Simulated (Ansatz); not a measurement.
**AlSb, pressure series**

The parent structure is AlSb in the zinc blende structure (space group F-43m, No. 216; a = 6.177 Å).

Cell and atoms are relaxed at each pressure.

The values are results of plane-wave PAW DFT at the r2SCAN level (Ansatz, an electronic-structure program, 500 eV), no spin-orbit coupling, not measurements.

Notes on the quantities. enthalpy: H = E + PV relative to the base's energy.

```csv
case,electron mass,band gap,enthalpy,lattice parameter a
base,"1.1 mₑ along k, 0.21 mₑ across (off the special points)",1.51 eV,–,11.673 bohr
pressure −2 GPa,"1.0 mₑ along k, 0.22 mₑ across (off the special points)",1.55 eV,-0.37 eV/atom,11.828 bohr
pressure −1 GPa,"1.0 mₑ along k, 0.22 mₑ across (off the special points)",1.53 eV,-0.19 eV/atom,11.748 bohr
pressure 0.9 GPa,"1.1 mₑ along k, 0.21 mₑ across (off the special points)",1.49 eV,+0.16 eV/atom,11.614 bohr
pressure 2.1 GPa,"2.9 mₑ along k, 0.22 mₑ across (off the special points)",1.46 eV,+0.38 eV/atom,11.538 bohr
pressure 4.5 GPa,"2.7 mₑ along k, 0.22 mₑ across (off the special points)",1.40 eV,+0.80 eV/atom,11.406 bohr
pressure 9 GPa,–,1.30 eV,+1.55 eV/atom,11.202 bohr
pressure 15 GPa,"2.5 mₑ along k, 0.21 mₑ across (at X)",1.17 eV,+2.49 eV/atom,10.985 bohr
pressure 22.5 GPa,"1.6 mₑ along k, 0.21 mₑ across (at X)",1.02 eV,+3.61 eV/atom,10.769 bohr
pressure 30 GPa,"1.2 mₑ along k, 0.20 mₑ across (at X)",0.89 eV,+4.67 eV/atom,10.593 bohr
```

With Sb present, leaving out spin-orbit coupling can change the band edges. Load acts through the strain it causes; cell and atoms are relaxed under it. Masses are band curvatures over ±0.01 Å⁻¹ around the edge. Along k means along the line from Γ to the band edge. Whether these cells are dynamically stable was not tested. Measured, AlSb leaves this structure (for a Cmcm phase) near 8.1 GPa (temperature not stated; as listed in Datta, Sujoy, Jana, Debnarayan, arXiv (2020)), on rising pressure, with hysteresis.
